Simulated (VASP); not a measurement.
# Si (P6_3/mmc) in VASP: further runs

Runs on Si. Level: PBE+D3(BJ). Tasks: single point.

Everything below comes from runs of VASP 6.6.1. Logs are shortened: lines on timing, memory, paths and dates and some standing lists are left out, and cuts for length are marked.

## (1) The structure

Symmetry: P6_3/mmc, No. 194, hexagonal system. The conventional cell has a = 2.666 Å, b = 2.666 Å, c = 4.506 Å, α = 90.00°, β = 90.00°, γ = 120.00°. Around Si (site symmetry -6m2) lie 12 Si at 2.67 to 2.73 Å.

This isn't the form of Si at room conditions, which is diamond.

## (2) Single point, PBE+D3(BJ)

INCAR

```
ALGO = Normal
EDIFF = 1E-6
ENCUT = 520
GGA = PE
ISIF = 2
ISMEAR = 0
IVDW = 12
LASPH = T
LCHARG = F
LREAL = F
LWAVE = F
NBANDS = 11
NELM = 100
PREC = Accurate
SIGMA = 0.1
```

KPOINTS

```
k-points
0
Gamma
  9 9 4
```

POSCAR

```
Si
1.0
    2.6655775094      0.0000000000      0.0000000000
   -1.3327887547      2.3084578389      0.0000000000
    0.0000000000      0.0000000000      4.5062692700
Si
2
Direct
    0.3333333300      0.6666666700      0.2500000000
    0.6666666700      0.3333333300      0.7500000000
```

Potentials or basis: VASP PAW PBE potentials, release 64 (Si).

On the command line:

```
$ cat potpaw_PBE.64/Si/POTCAR > POTCAR
$ mpirun -np 1 vasp_std > vasp.out
```

OUTCAR:

```text
EDIFF = 1E-6
   ENCUT = 520
   GGA = PE
   ISIF = 2
   ISMEAR = 0
   IVDW = 12
   LASPH = T
   LREAL = F
   NELM = 100
   PREC = Accurate
 IVDW          = 12

 ion  position               nearest neighbor table
   1  0.333  0.667  0.250-   2 2.73   2 2.73   2 2.73   2 2.73   2 2.73   2 2.73
   2  0.667  0.333  0.750-   1 2.73   1 2.73   1 2.73   1 2.73   1 2.73   1 2.73

  LATTYP: Found a hexagonal cell.
 ALAT       =     2.6655775094
 C/A-ratio  =     1.6905414508

  Lattice vectors:

 A1 = (   2.6655775094,   0.0000000000,   0.0000000000)
 A2 = (  -1.3327887547,   2.3084578389,   0.0000000000)
 A3 = (   0.0000000000,   0.0000000000,   4.5062692700)

Analysis of symmetry for initial positions (statically):
=====================================================================
 Subroutine PRICEL returns:
 Original cell was already a primitive cell.

 Routine SETGRP: Setting up the symmetry group for a
 hexagonal supercell.

 Subroutine GETGRP returns: Found 24 space group operations
 (whereof 12 operations were pure point group operations)
 out of a pool of 24 trial point group operations.

The static configuration has the point symmetry D_3d.
 The point group associated with its full space group is D_6h.

Analysis of symmetry for dynamics (positions and initial velocities):
=====================================================================
 Subroutine PRICEL returns:
 Original cell was already a primitive cell.

 Routine SETGRP: Setting up the symmetry group for a
 hexagonal supercell.

 Subroutine GETGRP returns: Found 24 space group operations
 (whereof 12 operations were pure point group operations)
 out of a pool of 24 trial point group operations.

The dynamic configuration has the point symmetry D_3d.
 The point group associated with its full space group is D_6h.

 Subroutine INISYM returns: Found 24 space group operations
 (whereof 12 operations are pure point group operations),
 and found     1 'primitive' translations

----------------------------------------------------------------------------------------

                                     Primitive cell

  volume of cell :      27.7288

  direct lattice vectors                    reciprocal lattice vectors
     2.665577509  0.000000000  0.000000000     0.375153225  0.216594816  0.000000000
    -1.332788755  2.308457839  0.000000000     0.000000000  0.433189631  0.000000000
     0.000000000  0.000000000  4.506269270     0.000000000  0.000000000  0.221913059

  length of vectors
     2.665577509  2.665577509  4.506269270     0.433189631  0.433189631  0.221913059

  position of ions in fractional coordinates (direct lattice)
     0.333333330  0.666666670  0.250000000
     0.666666670  0.333333330  0.750000000

  ion indices of the primitive-cell ions
   primitive index   ion index
                 1           1
                 2           2

----------------------------------------------------------------------------------------

 KPOINTS: k-points

Automatic generation of k-mesh.
 Grid dimensions read from file:
 generate k-points for:    9    9    4

 Generating k-lattice:

  Cartesian coordinates                     Fractional coordinates (reciprocal lattice)
     0.041683692  0.024066091  0.000000000     0.111111111  0.000000000  0.000000000
     0.000000000  0.048132181  0.000000000     0.000000000  0.111111111  0.000000000
     0.000000000  0.000000000  0.055478265     0.000000000  0.000000000  0.250000000

  Length of vectors
     0.048132181  0.048132181  0.055478265

  Shift w.r.t. Gamma in fractional coordinates (k-lattice)
     0.000000000  0.000000000  0.000000000

 Subroutine IBZKPT returns following result:
 ===========================================

 Found     36 irreducible k-points:

 Following reciprocal coordinates:
            Coordinates               Weight
  0.000000  0.000000  0.000000      1.000000
  0.111111  0.000000  0.000000      6.000000
  0.222222  0.000000  0.000000      6.000000
  0.333333  0.000000  0.000000      6.000000
  0.444444  0.000000  0.000000      6.000000
  0.111111  0.111111  0.000000      6.000000
[... 16 lines left out ...]
  0.333333  0.222222  0.250000     24.000000
  0.333333  0.333333  0.250000      4.000000
 [... further k-points ...]
   k-points           NKPTS =     36   k-points in BZ     NKDIM =     36   number of bands    NBANDS=     11
   number of dos      NEDOS =    301   number of ions     NIONS =      2
   total plane-waves  NPLWV =  14400
   dimension x,y,z NGX =    20 NGY =   20 NGZ =   36
   dimension x,y,z NGXF=    40 NGYF=   40 NGZF=   72
   ions per type =               2
   NGX,Y,Z   is equivalent  to a cutoff of  12.47, 12.47, 13.28 a.u.
   NGXF,Y,Z  is equivalent  to a cutoff of  24.95, 24.95, 26.56 a.u.
 SYSTEM =  unknown system
   PREC   = accura    normal or accurate (medium, high low for compatibility)
   ISTART =      0    job   : 0-new  1-cont  2-samecut
   ICHARG =      2    charge: 1-file 2-atom 10-const
   ISPIN  =      1    spin polarized calculation?
   LNONCOLLINEAR =      F non collinear calculations
   LSORBIT =      F    spin-orbit coupling
   LASPH  =      T    aspherical Exc in radial PAW
   ENCUT  =  520.0 eV  38.22 Ry    6.18 a.u.   4.96  4.96  8.38*2*pi/ulx,y,z
   NELM   =    100;   NELMIN=  2; NELMDL= -5     # of ELM steps
   EDIFF  = 0.1E-05   stopping-criterion for ELM
   LREAL  =      F    real-space projection
   EDIFFG = 0.1E-04   stopping-criterion for IOM
   NSW    =      0    number of steps for IOM
   IBRION =     -1    ionic relax: 0-MD 1-quasi-New 2-CG
   NFREE  =      0    steps in history (QN), initial steepest desc. (CG)
   ISIF   =      2    stress and relaxation
   ISYM   =      2    0-nonsym 1-usesym 2-fastsym
   POTIM  = 0.5000    time-step for ionic-motion
   TEBEG  =    0.0;   TEEND  =   0.0 temperature during run
   PSTRESS=    0.0 pullay stress
   NELECT =       8.0000    total number of electrons
   NUPDOWN=      -1.0000    fix difference up-down
   EMIN   =  10.00;   EMAX   =-10.00  energy-range for DOS
   EFERMI =   0.00;   METHOD = LEGACY
   ISMEAR =     0;   SIGMA  =   0.10  broadening in eV -4-tet -1-fermi 0-gaus
   EFERMI_NEDOS =   21; number of points for ismear=-14 and -15
   IALGO  =     38    algorithm
   IMIX   =      4    mixing-type and parameters
     AMIX     =   0.40;   BMIX     =  1.00
     AMIX_MAG =   1.60;   BMIX_MAG =  1.00
  volume/ion in A,a.u.               =      13.86        93.56
  Fermi-wavevector in a.u.,A,eV,Ry     =   1.081753  2.044216 15.921389  1.170189
  Thomas-Fermi vector in A             =   2.217777
   LORBIT       =      0    0 simple, 1 ext, 2 COOP (PROOUT), +10 PAW based schemes
   GGA     = PE    functional components
   LHFCALC =     F    Hartree Fock is set to
   AEXX    =    0.0000 exact exchange contribution
   IVDW    =    12    specifies the selected vdW correction
   LEPSILON=     F    determine dielectric tensor
   LRPA    =     F    only Hartree local field effects (RPA)
 non-spin polarized calculation
 Gauss-broadening in eV      SIGMA  =   0.10
  energy-cutoff  :      520.00
  volume of cell :       27.73
 maximum number of plane-waves:       771
 NGX is ok and might be reduce to    20
   NGX =  9   NGY =  9   NGZ = 17

 number of electron       8.0000001 magnetization

 Free energy of the ion-electron system (eV)
  ---------------------------------------------------
  ext. energy  EPLUGINS =         0.00000000
  ---------------------------------------------------
  free energy    TOTEN  =        -9.91545728 eV

  energy without entropy =       -9.91456805  energy(sigma->0) =       -9.91501266

 E-fermi :  10.9092     XC(G=0): -11.3683

 val. band max:       10.8470654911   @ k =   0.4444   0.1111   0.0000
 cond. band min:      11.0873903030   @ k =   0.3333   0.1111   0.2500
 fundamental gap:      0.2403248119
 Fermi energy:        10.9092210413

 k-point     1 :       0.0000    0.0000    0.0000
  band No.  band energies     occupation
      1      -4.1155      2.00000
      2       2.5086      2.00000
      3       3.3622      2.00000
      4      19.8080      0.00000
      5      19.8080      0.00000
      6      21.0765      0.00000
      7      21.0765      0.00000
      8      21.6396      0.00000
      9      21.8060      0.00000
     10      24.2187      0.00000
     11      24.9843      0.00000

 k-point     2 :       0.1111    0.0000    0.0000
  band No.  band energies     occupation
      1      -3.7788      2.00000
      2       2.8405      2.00000
      3       3.6802      2.00000
      4      16.2474      0.00000
      5      18.0490      0.00000
      6      20.0076      0.00000
      7      21.3814      0.00000
      8      21.7271      0.00000
      9      22.5491      0.00000
     10      23.2099      0.00000
     11      24.0623      0.00000

 k-point     3 :       0.2222    0.0000    0.0000
  band No.  band energies     occupation
      1      -2.7723      2.00000
      2       3.8292      2.00000
      3       4.6319      2.00000
      4      11.7798      0.00000
      5      16.3273      0.00000
      6      17.6736      0.00000
      7      18.5334      0.00000
      8      18.6472      0.00000
      9      21.3262      0.00000
     10      23.2614      0.00000
     11      23.7159      0.00000

 k-point     4 :       0.3333    0.0000    0.0000
  band No.  band energies     occupation
      1      -1.1073      2.00000
      2       5.4441      2.00000
      3       6.2053      2.00000
      4       7.7264      2.00000
      5      13.9060      0.00000
      6      14.8572      0.00000
      7      15.1640      0.00000
      8      17.3620      0.00000
      9      20.2921      0.00000
     10      22.7595      0.00000
     11      23.3815      0.00000

 k-point     5 :       0.4444    0.0000    0.0000
  band No.  band energies     occupation
      1       1.1879      2.00000
      2       4.1717      2.00000
      3       7.7203      2.00000
      4       8.3100      2.00000
      5      10.5729      2.00000
      6      11.5613      0.00000
      7      14.5808      0.00000
      8      16.7554      0.00000
      9      19.7677      0.00000
     10      22.1299      0.00000
     11      23.0157      0.00000
[... 211 lines left out ...]
 k-point    21 :       0.4444    0.1111    0.2500
  band No.  band energies     occupation
      1       3.0059      2.00000
      2       3.5504      2.00000
      3       6.4726      2.00000
      4       6.9113      2.00000
      5      11.8561      0.00000
      6      13.1541      0.00000
      7      13.5195      0.00000
      8      15.5372      0.00000
      9      20.2757      0.00000
     10      21.1918      0.00000
     11      23.3172      0.00000

 k-point    22 :       0.2222    0.2222    0.2500
  band No.  band energies     occupation
      1       0.3233      2.00000
      2       3.7835      2.00000
      3       8.8122      2.00000
      4       9.3166      2.00000
      5      10.4335      2.00000
      6      12.1573      0.00000
      7      12.9027      0.00000
      8      18.0003      0.00000
      9      19.8327      0.00000
     10      21.1985      0.00000
     11      25.5030      0.00000

 k-point    23 :       0.3333    0.2222    0.2500
  band No.  band energies     occupation
      1       2.6015      2.00000
      2       5.4972      2.00000
      3       6.0876      2.00000
      4       8.4371      2.00000
      5       8.9391      2.00000
      6      11.5509      0.00000
      7      13.0702      0.00000
      8      15.7176      0.00000
      9      18.6283      0.00000
     10      22.8267      0.00000
     11      24.6047      0.00000

 k-point    24 :       0.3333    0.3333    0.2500
  band No.  band energies     occupation
      1       4.9549      2.00000
      2       4.9549      2.00000
      3       5.7667      2.00000
      4       8.4165      2.00000
      5       8.4165      2.00000
      6       8.9752      2.00000
      7      14.9166      0.00000
      8      14.9166      0.00000
      9      16.6298      0.00000
     10      24.6674      0.00000
     11      24.6674      0.00000

 [... further k-points ...]

------------------------ aborting loop because EDIFF is reached ----------------------------------------

 Edisp (eV)   -0.89567

 E8    (eV) :    -0.3662

  FORCE on cell =-STRESS in cart. coord.  units (eV):
  Direction    XX          YY          ZZ          XY          YZ          ZX
  --------------------------------------------------------------------------------------
  -------------------------------------------------------------------------------------
  Total       0.07896     0.07896    -1.35196    -0.00000    -0.00000     0.00000
  in kB       4.56214     4.56214   -78.11682    -0.00000    -0.00000     0.00000
  external pressure =      -23.00 kB  Pullay stress =        0.00 kB

 VOLUME and BASIS-vectors are now :
 -----------------------------------------------------------------------------
  energy-cutoff  :      520.00
  volume of cell :       27.73
      direct lattice vectors                 reciprocal lattice vectors
     2.665577509  0.000000000  0.000000000     0.375153225  0.216594816  0.000000000
    -1.332788755  2.308457839  0.000000000     0.000000000  0.433189631  0.000000000
     0.000000000  0.000000000  4.506269270     0.000000000  0.000000000  0.221913059

 POSITION                                       TOTAL-FORCE (eV/Angst)
 -----------------------------------------------------------------------------------
     -0.00000      1.53897      1.12657         0.000000     -0.000000      0.000000
      1.33279      0.76949      3.37970         0.000000      0.000000      0.000000
 -----------------------------------------------------------------------------------
    total drift:                               -0.000000      0.000000     -0.000000

  FREE ENERGIE OF THE ION-ELECTRON SYSTEM (eV)
  ---------------------------------------------------
  free  energy   TOTEN  =       -10.8111308216 eV

  energy  without entropy=      -10.8102415922  energy(sigma->0) =      -10.81068621
```

It took 3.4 s on 1 thread of Intel Xeon 6975P-C (Granite Rapids), shared host; peak memory 0.14 GiB.

Results:

- Free energy: -10.8111 eV
- Pressure: -2.3 GPa
- Band gap on the k mesh: none (metal or under the smearing width)
- Dispersion energy per atom: -0.448 eV

Levels at points of the mesh, in eV from the Fermi level:
```csv
k point,band 2,band 3,band 4,band 5,band 6,band 7
"(0.00, 0.00, 0.00)",-8.40,-7.55,8.90,8.90,10.17,10.17
"(0.00, 0.00, 0.50)",-13.25,0.48,0.48,10.27,10.27,10.27
```

Caveat: pairwise dispersion overbinds metals, which lowers pressure and volume.

## (3) Single point, PBE+D3(BJ)

This run uses another cell than the first one, of 13.58 Å³/atom, 0.979 times its volume.

INCAR

```
PREC     = Accurate       # precision mode
ENCUT    = 520            # plane-wave cutoff, eV
EDIFF    = 1E-7           # SCF threshold, eV
ISMEAR   = 0              # smearing method
SIGMA    = 0.1            # smearing width, eV
LREAL    = F              # projectors in reciprocal space
LASPH    = T              # aspherical terms in the spheres
NELM     = 100            # most SCF steps
ALGO     = Normal         # electronic algorithm
ISIF     = 2              # what is computed and relaxed
LWAVE    = F              # write WAVECAR
LCHARG   = F              # write CHGCAR
GGA      = PE             # functional
IVDW     = 12             # dispersion correction
NBANDS   = 11             # bands
```

KPOINTS

```
regular mesh
0
Gamma
  18 18 10
```

POSCAR

```
Si
1.0
    2.6369973690      0.0000000000      0.0000000000
   -1.3184986845      2.2837067113      0.0000000000
    0.0000000000      0.0000000000      4.5089914118
Si
2
Direct
    0.3333333333      0.6666666667      0.2500000000
    0.6666666667      0.3333333333      0.7500000000
```

Potentials or basis: VASP PAW PBE potentials, release 64 (Si).

On the command line:

```
$ cat potpaw_PBE.64/Si/POTCAR > POTCAR
$ mpirun -np 1 vasp_std > vasp.out
```

It took 35 s on 1 thread of Intel Xeon Platinum 8488C (Sapphire Rapids), shared host; peak memory 0.18 GiB.

Results (log left out):

```
Free energy                : -10.7286 eV
Pressure                   : -0.1 GPa
Band gap on the k mesh     : none (metal or under the smearing width)
Dispersion energy per atom : -0.458 eV
```

Levels at points of the mesh, in eV from the Fermi level:
| k point | band 1 | band 2 | band 3 | band 4 | band 5 | band 6 | band 7 | band 8 | band 9 |
| --- | --- | --- | --- | --- | --- | --- | --- | --- | --- |
| (0.00, 0.00, 0.00) | -15.05 | -8.46 | -7.56 | 9.47 | 9.47 | 10.63 | 10.63 | 10.81 | 10.91 |
| (0.50, 0.00, 0.00) | -8.44 | -7.94 | -2.02 | -1.69 | -1.47 | -0.16 | 4.00 | 6.14 | 9.18 |
| (0.00, 0.00, 0.50) | -13.28 | -13.28 | 0.44 | 0.44 | 10.85 | 10.85 | 10.85 | 10.85 | 12.29 |
| (0.50, 0.00, 0.50) | -6.76 | -6.76 | -6.17 | -6.17 | 5.53 | 5.53 | 5.91 | 5.91 | 6.78 |

Caveat: pairwise dispersion overbinds metals, which lowers pressure and volume.
